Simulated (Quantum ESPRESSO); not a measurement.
ZnS (Wurtzite-6H) under changes of volume

One of the cells (19.600 Å³/atom); the others are scaled copies at fixed shape and fractional positions:

```
Zn S
1.0
     3.81200    0.00000    0.00000
    -1.90600    3.30129    0.00000
     0.00000    0.00000   18.68999
Zn S
6 6
Direct
  0.33333 0.66667 0.83333
  0.66667 0.33333 0.33333
  0.66667 0.33333 0.66667
  0.33333 0.66667 0.16667
  0.00000 0.00000 0.50000
  0.00000 0.00000 0.00000
  0.33333 0.66667 0.95833
  0.66667 0.33333 0.45833
  0.66667 0.33333 0.79167
  0.33333 0.66667 0.29167
  0.00000 0.00000 0.62500
  0.00000 0.00000 0.12500
```

* Program: Quantum ESPRESSO 7.5
* Functional: PBEsol
* Potentials or basis: GBRV 1.5 PBEsol
* Cutoff: 612 eV
* Density cutoff: 4898 eV
* k mesh: 6 × 6 × 1
* Occupations: fermi-dirac, width 0.05 eV
* Spin: no spin polarisation

| volume (Å³/atom) | energy over the lowest point (meV/atom) | pressure (GPa) | gap on the mesh (eV) | largest force (eV/Å) |
| --- | --- | --- | --- | --- |
| 18.424 | 9.31 | 3.4 | 2.29 | 0.037 |
| 18.816 | ? | ? | ? | ? |
| 19.208 | 0.00 | -0.2 | 2.11 | 0.031 |
| 19.600 | 1.47 | -1.7 | 2.02 | 0.028 |
| 19.992 | 6.59 | -3.1 | 1.94 | 0.025 |
| 20.384 | 14.77 | -4.3 | 1.85 | 0.024 |
| 20.776 | 25.88 | -5.4 | 1.77 | 0.024 |

Problem. What does the run at 18.816 Å³/atom give?

Solution. Energy over the lowest point 2.42 meV/atom; pressure 1.5 GPa; gap on the mesh 2.20 eV; largest force 0.034 eV/Å.

Worked out: A Birch-Murnaghan fit of order 3 (a polynomial in V^(-2/3)) to the other rows has its minimum at 19.25 Å³/atom with B0 = V·E''(V) = 78 GPa and B' = 4.4 at fixed shape and positions, which overstates the stiffness. It gives 2.44 meV/atom at 18.816 Å³/atom, against the run's 2.42, and -dE/dV = 1.9 GPa, against 1.5. A straight line through the other rows of the gap, of slope -4.33 eV per unit of ln V (its deformation potential), gives 2.20 eV, against the run's 2.20.

Energies are extrapolated to zero smearing.

Caveats: the cell's inner coordinates are idealised or old, which leaves forces on the atoms.
